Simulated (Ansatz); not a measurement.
# Al2O3 (Corundum): equation of state with PBE

Crystal: Al2O3 (Corundum).

```xyz
10
Lattice="2.3803 1.3742 4.3319 -2.3803 1.3742 4.3319 0.0000 -2.7485 4.3319" Properties=species:S:1:pos:R:3 pbc="T T T"
Al    0.0000    0.0000   11.0743
Al    0.0000    0.0000    8.4191
Al    0.0000    0.0000    1.9213
Al    0.0000    0.0000    4.5765
O    -1.6503   -0.1099    5.4148
O     0.7300    1.4841    5.4148
O     0.9203   -1.3742    5.4148
O     1.6503    0.1099    7.5808
O    -0.7300   -1.4841    7.5808
O    -0.9203    1.3742    7.5808
```

| Item | Value |
| --- | --- |
| Program | Ansatz 0.2.0 |
| Task | equation of state |
| Functional | PBE |
| Potentials or basis | Ansatz NC |
| Cutoff | 1240 eV |
| Density cutoff | 4960 eV |
| k mesh | 7 × 7 × 7 |
| Occupations | fermi-dirac, width 0.05 eV |
| Spin | no spin polarisation |

The equilibrium volume is 8.75 Å³/atom. The bulk modulus at fixed shape and positions is 230 GPa and the pressure derivative of the bulk modulus is 4.0.

Energy against volume, from the lowest point:
```
volume (Å³/atom)  energy (meV/atom)
           7.992              54.94
           8.162              31.78
           8.332              15.31
           8.502               4.91
           8.672               0.00
           8.842               0.07
           9.012               4.66
```

All runs of the series together: 97 s on 2 threads of Intel(R) Xeon(R) Platinum 8488C (Sapphire Rapids), with other jobs on the host.

Caveat: the cell was scaled at fixed shape and fractional positions, which overstates the stiffness of a crystal with free parameters, most of all of layers and chains.
